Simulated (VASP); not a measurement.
An input for Quantum ESPRESSO's pw.x (written as the equivalent of a VASP run, and not itself run):

```
&CONTROL
  calculation = 'scf'
  pseudo_dir = './pseudo'
  outdir = './out'
  tprnfor = .true.
  tstress = .true.
/
&SYSTEM
  ibrav = 0
  nat = 3
  ntyp = 2
  ecutwfc = 84
  occupations = 'smearing'
  smearing = 'gaussian'
  degauss = 0.003675
  input_dft = 'pbe'
/
&ELECTRONS
  conv_thr = 7.3e-08
  electron_maxstep = 100
/
ATOMIC_SPECIES
  Sr 87.620 Sr.upf
  F 18.998 F.upf
CELL_PARAMETERS angstrom
     0.0000000    2.9320470    2.9320470
     2.9320470    0.0000000    2.9320470
     2.9320470    2.9320470    0.0000000
ATOMIC_POSITIONS crystal
  Sr   0.0000000  0.0000000  0.0000000
  F    0.7500000  0.7500000  0.7500000
  F    0.2500000  0.2500000  0.2500000
K_POINTS automatic
  8 8 8 1 1 1
```

### Question
Write the VASP files for the same calculation (PBE).

### Answer
One answer among several that fit: 
**KPOINTS**
```
Automatic mesh
0
Gamma
8 8 8
0.5 0.5 0.5
```

### INCAR
```
LREAL = .False.   # projection in real space or not
ENCUT = 160   # plane-wave cut-off (eV)
PREC = Accurate
SYSTEM = SrF2
LCHARG = .False.
GGA = PE
ISIF = 2
LMAXMIX = 4
ISMEAR = 0   # Gaussian
LASPH = .True.
ALGO = Normal   # blocked Davidson
NELM = 100   # most electronic steps
EDIFF = 1E-6
LWAVE = .False.
SIGMA = 0.05   # width (eV)
```

### POSCAR
```
SrF2
1
    0.0000000000     2.9320470000     2.9320470000
    2.9320470000     0.0000000000     2.9320470000
    2.9320470000     2.9320470000     0.0000000000
Sr F
1 2
Direct
  0.0000000000   0.0000000000   0.0000000000
  0.7500000000   0.7500000000   0.7500000000
  0.2500000000   0.2500000000   0.2500000000
```

POTCAR, in this order: Sr_sv F (PBE.64 set). Program: vasp_std.

What does not carry over: the potentials are each code's own (VASP's PAW set, PseudoDojo norm-conserving files in pw.x), so ENCUT and ecutwfc are chosen apart and not converted; conv_thr bounds pw.x's estimated SCF error, while EDIFF bounds the energy change between steps.

The structure comes from a computed database's SrF2 entry; how it stands against other phases isn't given here. The cell was not relaxed at this level. The run is one of a series of settings (ENCUT = 160 against the base run), some of them coarse on purpose.
